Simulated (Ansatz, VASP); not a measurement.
Given: the input of a run of Ansatz 0.2.0 on YbH3.

input.yaml

```yaml
crystal:
  lattice:
    - [0.0, 2.5697643734, 2.5697643734]
    - [2.5697643734, 0.0, 2.5697643734]
    - [2.5697643734, 2.5697643734, 0.0]
  atoms:
    - { symbol: Yb, position: [0.0, 0.0, 0.0], spin: 1.0 }
    - { symbol: H, position: [0.5, 0.5, 0.5] }
    - { symbol: H, position: [0.25, 0.25, 0.25] }
    - { symbol: H, position: [0.75, 0.75, 0.75] }
hamiltonian:
  xc: pbe
  pseudopotentials: { kind: paw }
magnetization:
  spin_polarized: true
kpoints:
  mp_grid: { grid: [9, 9, 9] }
scf:
  occupations: { method: fermi_dirac, width: 0.05 }
output:
  forces: true
  stress: true
  eigenvalues: true
```

Potentials or basis: Ansatz PAW.

Command:

```sh
$ ansatz run input.yaml --threads 2 --pin off --max-ram 5120MiB --backend cpu --events-out ev --progress --plain --runs-dir out
```

Q: Translate it to VASP 6.6.1. Potentials there: VASP PAW PBE potentials, release 64 (Yb, H).

A: As run (the cutoff follows the program's own potentials):

Contents of INCAR:

```
SYSTEM = YbH3
  PREC = Accurate
  ENCUT = 520
  EDIFF = 1E-7
  ISMEAR = -1
  SIGMA = 0.05
  LREAL = .False.
  LASPH = .True.
  NELM = 120
  ALGO = Normal
  ISIF = 2
  LWAVE = .False.
  LCHARG = .False.
  ISPIN = 2
  MAGMOM = 1 0 0 0
  LORBIT = 11
  LMAXMIX = 6
  GGA = PE
  NBANDS = 26
```

File KPOINTS:

```
regular mesh
0
Gamma
  9 9 9
  0 0 0
```

Contents of POSCAR:

```
YbH3
1.0
    0.0000000000      2.5697643734      2.5697643734
    2.5697643734      0.0000000000      2.5697643734
    2.5697643734      2.5697643734      0.0000000000
Yb H
1 3
Direct
    0.0000000000      0.0000000000      0.0000000000
    0.5000000000      0.5000000000      0.5000000000
    0.2500000000      0.2500000000      0.2500000000
    0.7500000000      0.7500000000      0.7500000000
```

Potentials or basis: VASP PAW PBE potentials, release 64 (Yb, H).

The run is started by

```bash
$ cat potpaw_PBE.64/Yb/POTCAR potpaw_PBE.64/H/POTCAR > POTCAR
$ mpirun -np 1 vasp_std > vasp.out
```

Both were run:

|  | VASP | Ansatz | Ansatz less VASP |
| --- | --- | --- | --- |
| gap on the k mesh at the Fermi level (eV) | none | none | - |
| pressure (GPa) | -2.7 | -2.6 | +0.02 |
| net moment per atom (μB) | 0.04 | 0.04 | -0.001 |
| size of the moment on the site where the two differ most (μB) | 0.15 | 0.14 | -0.005 |

Site moments also hang on the region over which each program counts them. A gap of «none» marks a metal or a gap that the smearing closes. The functional is the same, so the differences come from potentials, cutoffs and numerics.

Caveats: spin-orbit coupling is left out, which moves the levels of the heavy elements; without U or exact exchange the open f shell lies at the Fermi level, which spoils levels, moments and volumes. The state reached can hang on the start; a lower one may exist.
